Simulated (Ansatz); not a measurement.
# Si (P6/mmm) in Ansatz: settings compared, part 2 of 2

Ansatz 0.2.0.

## (4) Relaxation of cell and atoms, PBE

Contents of input.yaml:

```yaml
crystal:
  lattice:
    - [4.12095, 0.0, 0.0]
    - [-2.06047, 3.56885, 0.0]
    - [0.0, 0.0, 2.65479]
  atoms:
    - { symbol: Si, position: [0.33333, 0.66667, 0.5] }
    - { symbol: Si, position: [0.66667, 0.33333, 0.5] }
hamiltonian:
  xc: pbe
  pseudopotentials: { kind: paw }
kpoints:
  mp_grid: { grid: [8, 8, 10] }
scf:
  occupations: { method: fermi_dirac, width: 0.05 }
output:
  forces: true
  stress: true
  eigenvalues: true
  write_density: true
  write_potential: true
  elf: true
  volumetric_format: npy
relax:
  f_tol: 0.01
  max_steps: 40
  cell: { stress_tol: 0.05 }
```

Potentials or basis: Ansatz PAW.

Launch:

```sh
> ansatz run input.yaml --threads 2 --pin off --max-ram 5632MiB --backend cpu --events-out ev --progress --plain --runs-dir out
```

Log:

```text
Warning: the atoms were moved onto the symmetric positions of the space group found under crystal.symmetry.tolerance 1.0e-5 (fractional; no operation is sought that the atoms, as they stand in a round, miss by more than twice it, and no atom is moved by as much as it), and the run uses the moved positions. Before a round's move an operation carried an atom to 4.12e-5 Å from where it should land, the largest such distance. Atom 0 (counting from 0) moved farthest, by 2.38e-5 Å; the longest move in fractions of the cell, of whichever atom, is 0.47 of the tolerance, in 1 round. To run the atoms as typed, lower crystal.symmetry.tolerance until the operations that they miss are no longer found, or set crystal.symmetry.detect: false (a key that needs symmetry detection or time reversal refuses this as the deck is read). The positions used, in the order of the run's atom list: position: [0.3333333333333333, 0.6666666666666666, 0.5]; position: [0.6666666666666666, 0.3333333333333333, 0.5]; The lattice was moved too: crystal.lattice keeps the space group found at crystal.symmetry.tolerance 1.0e-5 only nearly: the operation that it misses by the most changes a squared length by the fraction 2.80e-6. The run uses the lattice that is a stretch of the typed one, with no rotation, onto the one that keeps every operation to a double's rounding (on a very oblique basis the stretch itself rounds by more); the deck's lattice vector that moved farthest moved by 3.26e-6 Å. To run the lattice as typed, set crystal.symmetry.tolerance under 1.33e-7, the least fraction by which an operation that the lattice misses changes a squared length (the same key also sets how far an atom may lie from its image, so lowering it can lose operations that the atoms keep only within it), or set crystal.symmetry.detect: false, as for the atoms. crystal.lattice made exact, in Å and degrees: [[4.120951508198683, -2.8867513457604425e-6, 0.0], [-2.0604732540993416, 3.5688501372395285, 0.0], [0.0, 0.0, 2.65479]]. Pasted over the deck's crystal.lattice, beside positions in fractional coordinates, it runs the same cell (given as lengths and angles, that cell in the form's own orientation, a rigid turn of the misfit's size from the one run here, for which a checkpoint.post_process_only pass over this run's state can be refused: where this run relaxes nothing, give such a pass this deck's own crystal.lattice, as typed; behind a relaxation, as crystal.lattice, the state's own cell, identity.cell in its checkpoint.json), and a matrix so pasted ends this notice, except on a very skew basis of the lattice, where the rounding of the pasted numbers themselves can read as a misfit: the cell is then moved again, and that move is told again. The lattice as run is in this notice's lattice.as_run_ang field (Run.prep()["deck_notices"] in Python, the deck_notice line of an events file, deck_notices of ansatz run --dry-run=json, or deck_notices in record.json in the deck's checkpoint.write directory).
Warning: RAYON_NUM_THREADS=2 ignored (pool sized by the plan → 2); use --threads N
Engine: ansatz 0.2.0, aarch64-unknown-linux-gnu
Pseudopotentials: kind: paw
Pseudopotential: Si, paw, valence charge 4, recommended cutoff 420 eV (normal), Si.paw.azcp
Functional definition: PBE
  parameter kappa = 0.804
  parameter beta = 0.06672455060314922
  exchange = pbe_x(kappa = kappa, mu = beta*pi^2/3)
  correlation = pbe_c(beta = beta)
Crystal: 2 atoms, lattice volume = 39.044 Å³
Basis set: ecut = 420 eV, 765 PW (Γ), exchange–correlation on 60×60×36 points (8 copies of the dense FFT grid, shifted against one another)
Bands: 8, of which v1, the nominal top of the filled ones, is band 4 counted from 1 (3 counted from 0)
Symmetry: 24 space group operations
Space group: P6/mmm (ITA 191), of the structure as read, at distance tolerance 3.4e-5 Å
k-points: 60 of 640
Non-local potential: Si, projectors of the file, l = 0: 2, l = 1: 2, l = 2: 2
PAW form: soft (Blöchl's): semilocal exchange-correlation on the pseudo side does not see the compensation charge
PAW one-centre angular grid: Si, 110 points (default); XC on 64 Gauss nodes
Initial density: superposition of atomic densities (neutral atoms: chi_scale 0, normalization atom), corrected by the library's trained network
Initial wavefunctions: pseudopotential atomic-orbital guess
Functional: x = pbe(κ = 0.804, μ = 0.2195149727645171), c = pbe(β = 0.06672455060314922)
SCF iter   1: F=—  HF=-1270.862157 eV  |F-HF|=—  |Δ(HF+E_count)|=         —  Δρ=4.56e-3  dr2=9.01e-3  ethr=1.77e-3  ⟨swp⟩=6.0  Hψ=4124  notcnv=0
preconditioner: auto → none  [insulator: Δε(μ)=0.167 eV  Ē_g=9.353 eV  σ=0.050 eV  W_gap=0.60  n_scr=6 (ndim 8)  ℏωp=16.8 eV  f_vac=0.000  D(μ)=0.73/eV (n_scr^D=6)  ε∞_Penn≈4.2]
[... 49 lines left out ...]
  E_xc         = -110.196906
  E_vxc        = -93.210326  (∫ρ·V_xc dr)
  E_paw        = -1024.980083  (= ΣΔE_a)
  E_vpaw       = -4.407912  (= ΣTr[D̂ρ^β])
  E_aug_tail   = 0.000013  (compensation charges beyond the density's cutoff)
  E_ewald      = -231.266510
  E_smearing   = -0.006255  (= −TS)
  E_closure    = 0.000000  (closes the sum)
  Σ components = -1270.859874   (vs F -1270.859874, Δ=0.00e0)
--- Forces (eV/Å), atoms counted from 1 ---
  atom   1  Si     0.00000000    -0.00000000    -0.00000000
  atom   2  Si    -0.00000000     0.00000000     0.00000000
  max |Σ_I F_I| component: 9.25e-18 eV/Å
--- Stress (GPa, compression-positive) ---
        0.035408      -0.000000       0.000000
       -0.000000       0.035408       0.000000
        0.000000       0.000000       0.020196
  P = ⅓ Tr σ = 0.0303 GPa (0.303 kbar)
--- Band table (eV; the first three rows and the last of 60) ---
  k-point 0: bands = ["-5.7268", "3.7103", "3.7103", "3.8024", "7.8325", "7.8325", "12.1518", "13.0411"]
  k-point 1: bands = ["-5.5276", "3.8784", "3.8784", "4.0002", "8.0129", "8.0129", "10.1564", "12.9333"]
  k-point 2: bands = ["-4.9350", "4.3696", "4.3696", "4.5879", "7.1387", "8.5434", "8.5434", "13.5378"]
  k-point 59: bands = ["0.5490", "1.3120", "2.8093", "3.5409", "4.3378", "8.8592", "12.1543", "14.3916"]
--- Relaxed structure (3 steps of the walk, 3 accepted, 1 SCFs on fresh bases) ---
  F+E_penalty+E_count = -1270.85987432 eV   max|allowed force component| = 1.203e-16 eV/Å   (the final SCF, on the basis selected at the relaxed cell)
  cell:  # Å, volume = 39.0341 Å³
    - [4.124995921480276, -2.889584481617833e-6, 0.0]
    - [-2.0624954582865707, 3.5723527033013593, 0.0]
    - [0.0, 0.0, 2.648902568310733]
  atoms:
    - { symbol: Si, position: [0.3333333333333333, 0.6666666666666665, 0.5] }
    - { symbol: Si, position: [0.6666666666666665, 0.33333333333333326, 0.5] }
```

Wall time 3.2 s (2 threads of Arm Neoverse V1, shared host); peak memory 0.29 GiB.

Results:

- Free energy: -1270.8599 eV
- Relaxed volume: 19.52 Å³/atom
- Relaxed cell: a = 4.125 Å, b = 4.125 Å, c = 2.649 Å, α = 90.00°, β = 90.00°, γ = 120.00°
- Space group after relaxing (to 0.05 Å): P6/mmm (No. 191)
- Energy gained by relaxing: 0.1 meV/atom
- Ionic steps: 4
- Pressure after relaxing: 0.0 GPa
- Band gap on the k mesh: none (metal or under the smearing width)

Step by step:
| step | energy change (eV) | largest force (eV/Å) | volume (Å³) |
| --- | --- | --- | --- |
| 1 | 0.0000 | 0.0000 | 39.04 |
| 2 | -0.0002 | 0.0000 | 39.00 |
| 3 | -0.0002 | 0.0000 | 39.03 |
| 4 | -0.0002 | 0.0000 | 39.03 |

Final structure:
```xyz
2
Lattice="4.1250 0.0000 0.0000 -2.0625 3.5724 0.0000 0.0000 0.0000 2.6489" Properties=species:S:1:pos:R:3 pbc="T T T"
Si    0.0000    2.3816    1.3245
Si    2.0625    1.1908    1.3245
```

Caveat: the plane-wave basis is chosen anew once the cell has moved, so the energies of steps on either side of that aren't comparable.

## (5) Overview

| task | level | cell | smearing | target pressure (GPa) | gap on the mesh (eV) | pressure (GPa) |
| --- | --- | --- | --- | --- | --- | --- |
| relaxation of cell and atoms | PBEsol | relaxed to 30 GPa | fermi-dirac 0.05 eV | 30 | none | 30.0 |
| single point | PBE | as given | gaussian 0.011 eV | - | none | 0.0 |
| relaxation of cell and atoms | PBE | relaxed | fermi-dirac 0.05 eV | - | none | 0.0 |

Alike in all rows: potentials or basis Ansatz PAW; no spin polarisation; k mesh 8 × 8 × 10; cutoff (eV) 420.

Caveats: the plane-wave basis is chosen anew once the cell has moved, so the energies of steps on either side of that aren't comparable (some runs); the volume moved by over 15 % at a fixed basis, so the end points are rough (some runs); the PAW data sets come from PBE, with cores solved anew for the run's functional, which leaves a small shift of forces and pressure (some runs).

Total energies depend on the potentials used, so only differences within one code and one set of settings carry meaning.
